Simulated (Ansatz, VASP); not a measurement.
## As in VASP and in Ansatz

```
As
1.0
    -1.64708    1.64708    1.64708
     1.64708   -1.64708    1.64708
     1.64708    1.64708   -1.64708
As
1
Direct
  0.00000 0.00000 0.00000
```

Alike in both runs: task single point; functional RPBE; k mesh 15 × 15 × 15; occupations fermi-dirac, width 0.1 eV; no spin polarisation.

|  | VASP | Ansatz |
| --- | --- | --- |
| version | VASP 6.6.1 | Ansatz 0.2.0 |
| potentials or method | VASP PAW PBE potentials, release 64 (As) | plane waves (420 eV) with PAW, scalar-relativistic |
| plane-wave cutoff (eV) | 520 | 420 |
| valence electrons in the cell | 5 | 15 |

```tsv
	VASP	Ansatz	Ansatz less VASP
pressure (GPa)	7.5	7.5	-0.06
```

With one functional, cell and mesh, what is left measures potentials, basis and numerics. The two sets of potentials don't hold the same shells in valence.

Caveats: the PAW data sets were made with another functional, which shifts forces and pressure a little (VASP).
